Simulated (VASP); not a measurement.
# RbCl (Fm-3m) in VASP: a series of runs, part 2 of 3

VASP 6.6.1. The steps go on from the part before.

### Step 3. Relaxation of the atoms, PBE (a relaxed cell with its volume scaled by 1.02)

Contents of INCAR:

```
SYSTEM = RbCl
  PREC = Accurate
  ENCUT = 600
  EDIFF = 1E-7
  ISMEAR = 0
  SIGMA = 0.03
  LREAL = .FALSE.
  LASPH = .TRUE.
  NELM = 80
  ALGO = Normal
  ISIF = 2
  LWAVE = .FALSE.
  LCHARG = .FALSE.
  GGA = PE
  IBRION = 2
  NSW = 40
  EDIFFG = -0.01
```

Contents of KPOINTS:

```
regular mesh
0
G
  8 8 8
  0 0 0
```

Contents of POSCAR:

```
RbCl                                    
1.0
    0.0000000000      3.3724149449      3.3724149449
    3.3724149449      0.0000000000      3.3724149449
    3.3724149449      3.3724149449      0.0000000000
  Rb              Cl            
     1     1
Direct
     0.0000000000000000    0.0000000000000000    0.0000000000000000
     0.5000000000000000    0.5000000000000000    0.5000000000000000
```

Potentials or basis: VASP PAW PBE potentials, release 64 (Rb_sv, Cl).

On the command line:

```console
$ cat potpaw_PBE.64/Rb_sv/POTCAR potpaw_PBE.64/Cl/POTCAR > POTCAR
$ mpirun -np 1 vasp_std > vasp.out
```

OUTCAR:

```text
SYSTEM = RbCl
   PREC = Accurate
   ENCUT = 600
   EDIFF = 1E-7
   ISMEAR = 0
   LREAL = .FALSE.
   LASPH = .TRUE.
   NELM = 80
   ISIF = 2
   GGA = PE
   IBRION = 2
   NSW = 40
   EDIFFG = -0.01

 ion  position               nearest neighbor table
   1  0.000  0.000  0.000-   2 3.37   2 3.37   2 3.37   2 3.37   2 3.37   2 3.37
   2  0.500  0.500  0.500-   1 3.37   1 3.37   1 3.37   1 3.37   1 3.37   1 3.37

  LATTYP: Found a face centered cubic cell.
 ALAT       =     6.7448298898

  Lattice vectors:

 A1 = (   0.0000000000,   3.3724149449,   3.3724149449)
 A2 = (   3.3724149449,   0.0000000000,   3.3724149449)
 A3 = (   3.3724149449,   3.3724149449,   0.0000000000)

Analysis of symmetry for initial positions (statically):
=====================================================================
 Subroutine PRICEL returns:
 Original cell was already a primitive cell.

 Routine SETGRP: Setting up the symmetry group for a
 face centered cubic supercell.

 Subroutine GETGRP returns: Found 48 space group operations
 (whereof 48 operations were pure point group operations)
 out of a pool of 48 trial point group operations.

The static configuration has the point symmetry O_h .

Analysis of symmetry for dynamics (positions and initial velocities):
=====================================================================
 Subroutine PRICEL returns:
 Original cell was already a primitive cell.

 Routine SETGRP: Setting up the symmetry group for a
 face centered cubic supercell.

 Subroutine GETGRP returns: Found 48 space group operations
 (whereof 48 operations were pure point group operations)
 out of a pool of 48 trial point group operations.

The dynamic configuration has the point symmetry O_h .

 Subroutine INISYM returns: Found 48 space group operations
 (whereof 48 operations are pure point group operations),
 and found     1 'primitive' translations

----------------------------------------------------------------------------------------

                                     Primitive cell

  volume of cell :      76.7102

  direct lattice vectors                    reciprocal lattice vectors
     0.000000000  3.372414945  3.372414945    -0.148261708  0.148261708  0.148261708
     3.372414945  0.000000000  3.372414945     0.148261708 -0.148261708  0.148261708
     3.372414945  3.372414945  0.000000000     0.148261708  0.148261708 -0.148261708

  length of vectors
     4.769314953  4.769314953  4.769314953     0.256796811  0.256796811  0.256796811

  position of ions in fractional coordinates (direct lattice)
     0.000000000  0.000000000  0.000000000
     0.500000000  0.500000000  0.500000000

  ion indices of the primitive-cell ions
   primitive index   ion index
                 1           1
                 2           2

----------------------------------------------------------------------------------------

 KPOINTS: regular mesh

Automatic generation of k-mesh.
 Grid dimensions read from file:
 generate k-points for:    8    8    8

 Generating k-lattice:
[... 42 lines left out ...]
 -0.375000  0.250000  0.125000     24.000000
 [... further k-points ...]
   k-points           NKPTS =     29   k-points in BZ     NKDIM =     29   number of bands    NBANDS=     12
   number of dos      NEDOS =    301   number of ions     NIONS =      2
   total plane-waves  NPLWV =  64000
   dimension x,y,z NGX =    40 NGY =   40 NGZ =   40
   dimension x,y,z NGXF=    80 NGYF=   80 NGZF=   80
   ions per type =               1   1
   NGX,Y,Z   is equivalent  to a cutoff of  13.94, 13.94, 13.94 a.u.
   NGXF,Y,Z  is equivalent  to a cutoff of  27.89, 27.89, 27.89 a.u.
 SYSTEM =  RbCl
   PREC   = accura    normal or accurate (medium, high low for compatibility)
   ISTART =      0    job   : 0-new  1-cont  2-samecut
   ICHARG =      2    charge: 1-file 2-atom 10-const
   ISPIN  =      1    spin polarized calculation?
   LNONCOLLINEAR =      F non collinear calculations
   LSORBIT =      F    spin-orbit coupling
   LASPH  =      T    aspherical Exc in radial PAW
   ENCUT  =  600.0 eV  44.10 Ry    6.64 a.u.   9.53  9.53  9.53*2*pi/ulx,y,z
   NELM   =     80;   NELMIN=  2; NELMDL= -5     # of ELM steps
   EDIFF  = 0.1E-06   stopping-criterion for ELM
   LREAL  =      F    real-space projection
   EDIFFG = -.1E-01   stopping-criterion for IOM
   NSW    =     40    number of steps for IOM
   IBRION =      2    ionic relax: 0-MD 1-quasi-New 2-CG
   NFREE  =      1    steps in history (QN), initial steepest desc. (CG)
   ISIF   =      2    stress and relaxation
   ISYM   =      2    0-nonsym 1-usesym 2-fastsym
   POTIM  = 0.5000    time-step for ionic-motion
   TEBEG  =    0.0;   TEEND  =   0.0 temperature during run
   PSTRESS=    0.0 pullay stress
   NELECT =      16.0000    total number of electrons
   NUPDOWN=      -1.0000    fix difference up-down
   EMIN   =  10.00;   EMAX   =-10.00  energy-range for DOS
   EFERMI =   0.00;   METHOD = LEGACY
   ISMEAR =     0;   SIGMA  =   0.03  broadening in eV -4-tet -1-fermi 0-gaus
   EFERMI_NEDOS =   21; number of points for ismear=-14 and -15
   IALGO  =     38    algorithm
   IMIX   =      4    mixing-type and parameters
     AMIX     =   0.40;   BMIX     =  1.00
     AMIX_MAG =   1.60;   BMIX_MAG =  1.00
  volume/ion in A,a.u.               =      38.36       258.83
  Fermi-wavevector in a.u.,A,eV,Ry     =   0.970876  1.834690 12.824858  0.942600
  Thomas-Fermi vector in A             =   2.101047
   LORBIT       =      0    0 simple, 1 ext, 2 COOP (PROOUT), +10 PAW based schemes
   GGA     = PE    functional components
   LHFCALC =     F    Hartree Fock is set to
   AEXX    =    0.0000 exact exchange contribution
   IVDW    =     0    specifies the selected vdW correction
   LEPSILON=     F    determine dielectric tensor
   LRPA    =     F    only Hartree local field effects (RPA)
 conjugate gradient relaxation of ions
 non-spin polarized calculation
 Gauss-broadening in eV      SIGMA  =   0.03
  energy-cutoff  :      600.00
  volume of cell :       76.71
 maximum number of plane-waves:      2637
 NGX is ok and might be reduce to    40
   NGX = 19   NGY = 19   NGZ = 19

 number of electron      15.9999999 magnetization

 Free energy of the ion-electron system (eV)
  ---------------------------------------------------
  ext. energy  EPLUGINS =         0.00000000
  ---------------------------------------------------
  free energy    TOTEN  =        -6.67500419 eV

  energy without entropy =       -6.67500419  energy(sigma->0) =       -6.67500419

 E-fermi :  -1.9457     XC(G=0):  -7.0604

 val. band max:       -2.1377697553   @ k =   0.0000   0.0000   0.0000
 cond. band min:       2.6330186378   @ k =   0.0000   0.0000   0.0000
 fundamental gap:      4.7707883931
 Fermi energy:        -1.9456856984

 k-point     1 :       0.0000    0.0000    0.0000
  band No.  band energies     occupation
      1     -26.2417      2.00000
      2     -14.0736      2.00000
      3     -10.2904      2.00000
      4     -10.2904      2.00000
      5     -10.2904      2.00000
      6      -2.1378      2.00000
      7      -2.1378      2.00000
      8      -2.1378      2.00000
      9       2.6330      0.00000
     10       5.7970      0.00000
     11       5.7970      0.00000
     12       5.7970      0.00000
[... 331 lines left out ...]
 k-point    24 :      -0.3750    0.2500    0.1250
  band No.  band energies     occupation
      1     -26.2293      2.00000
      2     -14.0864      2.00000
      3     -10.3643      2.00000
      4     -10.3565      2.00000
      5     -10.2888      2.00000
      6      -2.7131      2.00000
      7      -2.3959      2.00000
      8      -2.3910      2.00000
      9       5.4058      0.00000
     10       5.5145      0.00000
     11       7.2782      0.00000
     12       7.4366      0.00000

 [... further k-points ...]

------------------------ aborting loop because EDIFF is reached ----------------------------------------

  FORCE on cell =-STRESS in cart. coord.  units (eV):
  Direction    XX          YY          ZZ          XY          YZ          ZX
  --------------------------------------------------------------------------------------
  -------------------------------------------------------------------------------------
  Total       -0.1199290     -0.1199290     -0.1199290      0.0000000      0.0000000      0.0000000
  in kB       -2.5048502     -2.5048502     -2.5048502      0.0000000      0.0000000      0.0000000
  external PRESSURE =      -2.5048502 kB  Pullay stress =       0.0000000 kB

 VOLUME and BASIS-vectors are now :
 -----------------------------------------------------------------------------
  energy-cutoff  :      600.00
  volume of cell :       76.71
      direct lattice vectors                 reciprocal lattice vectors
     0.000000000  3.372414945  3.372414945    -0.148261708  0.148261708  0.148261708
     3.372414945  0.000000000  3.372414945     0.148261708 -0.148261708  0.148261708
     3.372414945  3.372414945  0.000000000     0.148261708  0.148261708 -0.148261708

 POSITION                                       TOTAL-FORCE (eV/Angst)
 -----------------------------------------------------------------------------------
      0.00000      0.00000      0.00000         0.000000      0.000000     -0.000000
      3.37241      3.37241      3.37241        -0.000000     -0.000000      0.000000
 -----------------------------------------------------------------------------------
    total drift:                                0.000000     -0.000000      0.000000

  FREE ENERGIE OF THE ION-ELECTRON SYSTEM (eV)
  ---------------------------------------------------
  free  energy   TOTEN  =        -6.6750041935 eV

  energy  without entropy=       -6.6750041935  energy(sigma->0) =       -6.67500419

 reached required accuracy - stopping structural energy minimisation
```

OSZICAR:

```text
N       E                     dE             d eps       ncg     rms          rms(c)
DAV:   1     0.972871448241E+02    0.97287E+02   -0.73439E+03   696   0.127E+03
DAV:   2    -0.865541658338E-01   -0.97374E+02   -0.90489E+02  1028   0.204E+02
DAV:   3    -0.690762148547E+01   -0.68211E+01   -0.67854E+01   876   0.600E+01
DAV:   4    -0.706198320393E+01   -0.15436E+00   -0.15425E+00  1040   0.898E+00
DAV:   5    -0.706364462479E+01   -0.16614E-02   -0.16613E-02   896   0.956E-01    0.292E+00
DAV:   6    -0.668379157547E+01    0.37985E+00   -0.68799E-01   816   0.429E+00    0.227E+00
DAV:   7    -0.665778086782E+01    0.26011E-01   -0.16684E-01   836   0.224E+00    0.135E+00
DAV:   8    -0.667241161677E+01   -0.14631E-01   -0.21778E-02   852   0.107E+00    0.180E-01
DAV:   9    -0.667451455172E+01   -0.21029E-02   -0.40620E-03   868   0.374E-01    0.113E-01
DAV:  10    -0.667496938720E+01   -0.45484E-03   -0.48811E-04   764   0.179E-01    0.114E-02
DAV:  11    -0.667499701879E+01   -0.27632E-04   -0.41764E-05   900   0.488E-02    0.773E-03
DAV:  12    -0.667500415283E+01   -0.71340E-05   -0.14974E-05   772   0.279E-02    0.354E-03
DAV:  13    -0.667500419347E+01   -0.40641E-07   -0.34337E-07   908   0.486E-03
   1 F= -.66750042E+01 E0= -.66750042E+01  d E =-.667500E+01
```

It took 14 s on 1 thread of Intel Xeon 6975P-C (Granite Rapids), shared host; peak memory 0.25 GiB.

Results:

```
Free energy             : -6.6750 eV
Pressure after relaxing : -0.3 GPa
Band gap on the k mesh  : 4.77 eV, direct
```

Final structure:
```xyz
2
Lattice="0.0000 3.3724 3.3724 3.3724 0.0000 3.3724 3.3724 3.3724 0.0000" Properties=species:S:1:pos:R:3 pbc="T T T"
Rb    0.0000    0.0000    0.0000
Cl    3.3724    3.3724    3.3724
```

Caveat: the relaxation stopped at its first step, so nothing moved. A k mesh can miss the band edges.

### Step 4. Relaxation of the atoms, PBE (a relaxed cell with its volume scaled by 1.04)

INCAR is that of step 3.

KPOINTS is that of step 3.

Contents of POSCAR:

```
RbCl                                    
1.0
    0.0000000000      3.3943143568      3.3943143568
    3.3943143568      0.0000000000      3.3943143568
    3.3943143568      3.3943143568      0.0000000000
  Rb              Cl            
     1     1
Direct
     0.0000000000000000    0.0000000000000000    0.0000000000000000
     0.5000000000000000    0.5000000000000000    0.5000000000000000
```

On the command line:

```console
$ cat potpaw_PBE.64/Rb_sv/POTCAR potpaw_PBE.64/Cl/POTCAR > POTCAR
$ mpirun -np 1 vasp_std > vasp.out
```

Run time: 16 s. Hardware: 1 thread of Intel Xeon 6975P-C (Granite Rapids), shared host; peak memory 0.25 GiB.

It converged, with:

- Free energy: -6.6715 eV
- Pressure after relaxing: -0.5 GPa
- Band gap on the k mesh: 4.71 eV, direct

Final structure:
```
CELL_PARAMETERS angstrom
0.00000 3.39431 3.39431
3.39431 0.00000 3.39431
3.39431 3.39431 0.00000
ATOMIC_POSITIONS crystal
Rb 0.00000 0.00000 0.00000
Cl 0.50000 0.50000 0.50000
```

Levels at points of the mesh, in eV from the valence-band top:
```csv
k point,band 6,band 7,band 8,band 9,band 10,band 11
"(0.00, 0.00, 0.00)",0.00,0.00,0.00,4.71,7.92,7.92
"(0.50, 0.00, 0.00)",-0.73,-0.27,-0.27,7.43,7.63,9.81
"(0.50, 0.50, 0.00)",-0.32,-0.11,-0.11,6.25,7.65,9.20
```

Caveat: the relaxation stopped at its first step, so nothing moved.

### Step 5. Relaxation of the atoms, PBE (a relaxed cell with its volume scaled by 1.06)

INCAR is that of step 4.

KPOINTS is that of step 4.

Contents of POSCAR:

```
RbCl                                    
1.0
    0.0000000000      3.4159347764      3.4159347764
    3.4159347764      0.0000000000      3.4159347764
    3.4159347764      3.4159347764      0.0000000000
  Rb              Cl            
     1     1
Direct
     0.0000000000000000    0.0000000000000000    0.0000000000000000
     0.5000000000000000    0.5000000000000000    0.5000000000000000
```

On the command line:

```console
$ cat potpaw_PBE.64/Rb_sv/POTCAR potpaw_PBE.64/Cl/POTCAR > POTCAR
$ mpirun -np 1 vasp_std > vasp.out
```

Wall time 17 s (1 thread of Intel Xeon 6975P-C (Granite Rapids), shared host); peak memory 0.25 GiB.

It converged, with:

```yaml
Free_energy: -6.6659 eV
Pressure_after_relaxing: -0.7 GPa
Band_gap_on_the_k_mesh: 4.66 eV, direct
```

Final structure:
```cif
data_structure
_symmetry_space_group_name_H-M 'P 1'
_symmetry_Int_Tables_number 1
_cell_length_a 4.8309
_cell_length_b 4.8309
_cell_length_c 4.8309
_cell_angle_alpha 60.000
_cell_angle_beta 60.000
_cell_angle_gamma 60.000
_cell_volume 79.72
loop_
_atom_site_label
_atom_site_type_symbol
_atom_site_fract_x
_atom_site_fract_y
_atom_site_fract_z
_atom_site_occupancy
Rb1 Rb 0.00000 0.00000 0.00000 1
Cl1 Cl 0.50000 0.50000 0.50000 1
```

Levels at points of the mesh, in eV from the valence-band top:
```tsv
k point	band 5	band 6	band 7	band 8	band 9	band 10	band 11	band 12
(0.00, 0.00, 0.00)	-8.25	0.00	0.00	0.00	4.66	7.90	7.90	7.90
(0.50, 0.00, 0.00)	-8.25	-0.71	-0.25	-0.25	7.37	7.55	9.74	9.74
(0.50, 0.50, 0.00)	-8.32	-0.32	-0.11	-0.11	6.26	7.57	9.10	9.81
```

Caveat: the relaxation stopped at its first step, so nothing moved. A k mesh can miss the band edges.

(Part 2 of 3 ends here.)
